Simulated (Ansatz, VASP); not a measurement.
Two plane-wave programs on AgBr2

```
CELL_PARAMETERS angstrom
3.97626 0.00000 0.00000
0.00000 3.97626 0.00000
0.00000 0.00000 6.25803
ATOMIC_POSITIONS crystal
Ag 0.00000 0.00000 0.00000
Br 0.50000 0.00000 0.26752
Br 0.00000 0.50000 0.73248
```

Change from the starting cell: ordered vacancies on the cation sites of zinc blende (P-4m2, No. 115).

Alike in both runs: functional PBE; k mesh 12 × 12 × 8; occupations gaussian, width 0.1 eV; no spin polarisation.

Ansatz relaxed the structure, and its values are those at the end. VASP's run is a single point on that final structure, the one shown.

|  | VASP | Ansatz |
| --- | --- | --- |
| version | VASP 6.6.1 | Ansatz 0.2.0 |
| potentials or method | VASP PAW PBE potentials, release 64 (Ag, Br) | scalar-relativistic, plane waves, PAW |
| plane-wave cutoff (eV) | 520 | 420 |
| valence electrons in the cell | 25 | 33 |

```csv
,VASP,Ansatz,Ansatz less VASP
gap on the k mesh at the Fermi level (eV),none,none,-
pressure (GPa),0.0,0.0,+0.02
```

A gap of «none» marks a metal or a gap that the smearing closes. With one functional, cell and mesh, what is left measures potentials, basis and numerics. The two sets of potentials don't hold the same shells in valence.

Caveats: this functional lacks dispersion, which binds the layers, so the pressure and a relaxed spacing across them are unreliable; an odd number of electrons without spin polarisation forces a metal; a magnetic or distorted state may lie lower.
